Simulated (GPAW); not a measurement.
SnSe2: band structure with vdW-DF2

SnSe2:

```
Sn Se
1.0
     3.81100    0.00000    0.00000
    -1.90550    3.30042    0.00000
     0.00000    0.00000    6.13600
Sn Se
1 2
Cartesian
  0.0000 0.0000 0.0000
  1.9055 1.1001 4.6081
  0.0000 2.2003 1.5279
```

```
Program                   : GPAW 26.7.0
Task                      : band structure
Functional                : vdW-DF2
Potentials or basis       : GPAW PAW data sets (gpaw-data 1.2.1)
Cutoff                    : 600 eV
Basis                     : pw
k mesh                    : 6 × 6 × 3
Occupations               : fermi-dirac, width 0.05 eV
Spin                      : spin-orbit coupling, no magnetisation
Maxiter                   : 150
Band path                 : GMKGALHA,LM,KH
Band points               : 100
spin axis theta (degrees) : 0
spin axis phi (degrees)   : 0
Soc after scf             : second variation
```

The largest force is 1.486 eV/Å, the band gap on the k mesh is 0.69 eV, indirect (least direct gap 0.90 eV) and the band gap along the path is 0.68 eV, indirect (least direct gap 0.90 eV).

Forces on the atoms (eV/Å):
```
Sn   0.000  0.000  0.000
Se   0.000  0.000 -1.486
Se   0.000  0.000  1.486
```

Levels at the corners of the path, in eV from the valence-band top:
```csv
point,band 24,band 25,band 26,band 27,band 28,band 29
Γ,-0.32,-0.02,-0.02,0.88,0.88,2.98
M,-1.30,-0.37,-0.37,1.10,1.10,3.79
K,-1.62,-1.57,-1.57,1.26,1.26,6.45
Γ,-0.32,-0.02,-0.02,0.88,0.88,2.98
A,-0.45,-0.16,-0.16,2.31,2.31,2.93
L,-1.01,-0.70,-0.70,0.78,0.78,4.23
H,-0.48,-0.39,-0.39,2.39,2.39,4.58
A,-0.45,-0.16,-0.16,2.31,2.31,2.93
L,-1.01,-0.70,-0.70,0.78,0.78,4.23
M,-1.30,-0.37,-0.37,1.10,1.10,3.79
K,-1.62,-1.57,-1.57,1.26,1.26,6.45
H,-0.48,-0.39,-0.39,2.39,2.39,4.58
```

Run time: 2 min on 1 thread of Arm Neoverse V1 (shared host), peak memory 0.49 GiB.

Caveat: spin-orbit coupling was added after a scalar SCF, so levels and gaps hold it while energy, forces, pressure and moments don't; this program's spin-orbit splittings come out too wide for heavy elements; the PAW data sets were made with another functional, which shifts forces and pressure a little.
